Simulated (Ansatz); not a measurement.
# Si: the cost of one run

Computed with Ansatz 0.2.0 (DFT PBEsol, scalar-relativistic, plane waves, PAW, unless a step's input says otherwise).

2 further runs of the same task are left out: 2 set aside as unsound or not needed. Runs told in other sessions of the task aren't counted.

## Step 1: The structure to begin with

Symmetry: I4/mmm, No. 139, tetragonal system. The conventional cell has a = 6.644 Å, b = 6.644 Å, c = 3.837 Å, α = 90.00°, β = 90.00°, γ = 90.00°. Si (site symmetry m2m) is surrounded by 4 Si at 2.34 to 2.38 Å.

As a file:

```cif
data_structure
_symmetry_space_group_name_H-M 'P 1'
_symmetry_Int_Tables_number 1
_cell_length_a 5.0750
_cell_length_b 5.0750
_cell_length_c 5.0750
_cell_angle_alpha 98.218
_cell_angle_beta 98.218
_cell_angle_gamma 135.572
_cell_volume 84.71
loop_
_atom_site_label
_atom_site_type_symbol
_atom_site_fract_x
_atom_site_fract_y
_atom_site_fract_z
_atom_site_occupancy
Si1 Si 0.17873 0.17873 0.35746 1
Si2 Si 0.82127 0.82127 0.64254 1
Si3 Si 0.17873 0.82127 0.00000 1
Si4 Si 0.82127 0.17873 0.00000 1
```

It goes back to an entry of the Materials Project, which need not be the stable form.

This cell was relaxed beforehand with the same method: volume 21.18 Å³/atom, gap on the mesh 0.24 eV.

## Step 2: The scan

Rigid slide and opening across a plane, one cut a cell; the plane is (−1 1 0) of the conventional cell.

The axes are (1) slide along 0 a1 + a2 (5.075 Å): 6 values from 0.000 to 0.833, periodic; (2) opening across the cut: 5 values from −0.25 to 2.20 Å.

Nothing else is relaxed (rigid halves). Energies count from the perfect crystal. Points are written as (first, second).

## Step 3: Point (0.500, −0.25 Å)

File input.yaml:

```yaml
crystal:
  lattice:
    - [0.0, 0.0, -3.8373624245]
    - [-3.3221878745, -3.3221878745, -1.9186812122]
    - [-11.4508808654, 8.1286929908, -2.8780218183]
  atoms:
    - { symbol: Si, position: [0.8399161181, 0.333524826, 0.6180286253] }
    - { symbol: Si, position: [0.5095923275, 0.5032010354, 0.2786762064] }
    - { symbol: Si, position: [0.1702399086, 0.1638486165, 0.9573810442] }
    - { symbol: Si, position: [0.4824552567, 0.0484465488, 0.6180286253] }
    - { symbol: Si, position: [0.1521314661, 0.2181227582, 0.2786762064] }
    - { symbol: Si, position: [0.8127790472, -0.1212296607, 0.9573810442] }
    - { symbol: Si, position: [0.2702092928, -0.1999907072, 0.3999814144] }
    - { symbol: Si, position: [0.9398855023, -0.0303144977, 0.0606289955] }
    - { symbol: Si, position: [0.6005330834, -0.3696669166, 0.7393338333] }
    - { symbol: Si, position: [0.0521620819, -0.4180379181, 0.8360758362] }
    - { symbol: Si, position: [0.7218382913, -0.2483617087, 0.4967234173] }
    - { symbol: Si, position: [0.3915145008, -0.0786854992, 0.1573709984] }
basis:
  ecutwfc: 420
kpoints:
  mp_grid: { grid: [9, 7, 3] }
hamiltonian:
  xc: pbesol
  pseudopotentials: { kind: paw, azcp: { folder: soft_1 } }
scf:
  occupations: { method: gaussian, width: 0.03 }
output:
  forces: true
  stress: true
  eigenvalues: true
```

Launch:

```sh
$ ansatz run input.yaml --threads 2 --pin off --max-ram 4096MiB --backend cpu --events-out ev --progress --plain --runs-dir out
```

**Question.** How long does this run take on 2 threads of Arm Neoverse N1, shared host, and how much memory does it need?

About 78 s, with a peak of 0.85 GiB.
